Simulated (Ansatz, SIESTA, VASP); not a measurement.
# SiC: 6 runs at one level of theory

The starting cell:

```
Si C
1.0
     3.07569    0.00000    0.00000
    -1.53785    2.66363    0.00000
     0.00000    0.00000   10.07065
Si C
4 4
Direct
  0.00000 0.00000 0.18789
  0.00000 0.00000 0.68789
  0.33333 0.66667 0.43784
  0.66667 0.33333 0.93784
  0.00000 0.00000 0.00046
  0.00000 0.00000 0.50046
  0.33333 0.66667 0.24980
  0.66667 0.33333 0.74980
```

The cell is a database's computed one, not the measured one.

Alike in all runs: task relaxation of cell and atoms; functional PBE; k mesh 10 × 10 × 3; occupations fermi-dirac, width 0.05 eV; no spin polarisation; no spin-orbit coupling.

```json
{"program and potentials": "Ansatz, Ansatz PAW", "plane-wave cutoff (eV)": "420", "notes": "-", "equilibrium volume (Å³/atom)": "10.50"}
{"program and potentials": "VASP, PBE PAW files C_GW, Si_GW, 630 eV", "plane-wave cutoff (eV)": "630", "notes": "-", "equilibrium volume (Å³/atom)": "10.50"}
{"program and potentials": "VASP, PBE PAW files C, Si, 580 eV", "plane-wave cutoff (eV)": "580", "notes": "-", "equilibrium volume (Å³/atom)": "10.49"}
{"program and potentials": "VASP, PBE PAW files C, Si, 600 eV", "plane-wave cutoff (eV)": "600", "notes": "-", "equilibrium volume (Å³/atom)": "10.49"}
{"program and potentials": "VASP, PBE PAW files C_GW, Si_GW, 680 eV", "plane-wave cutoff (eV)": "680", "notes": "-", "equilibrium volume (Å³/atom)": "10.50"}
{"program and potentials": "SIESTA, files PseudoDojo sr-pbe-0.4.1-standard, DZP (energy shift 0.002 Ry)", "plane-wave cutoff (eV)": "-", "notes": "atomic basis", "equilibrium volume (Å³/atom)": "10.65"}
```

The equilibrium volume spans 10.49 (VASP, PBE PAW files C, Si, 580 eV) to 10.65 Å³/atom (SIESTA, files PseudoDojo sr-pbe-0.4.1-standard, DZP (energy shift 0.002 Ry)). Relaxations stop with a little pressure left, so the last digit of a volume isn't settled. Rows in atomic bases carry the error of their basis and grid, which can be large.

The functional is the same throughout but for its coding, so the spread measures potentials, basis and numerics; runs on potential files found faulty are left out.
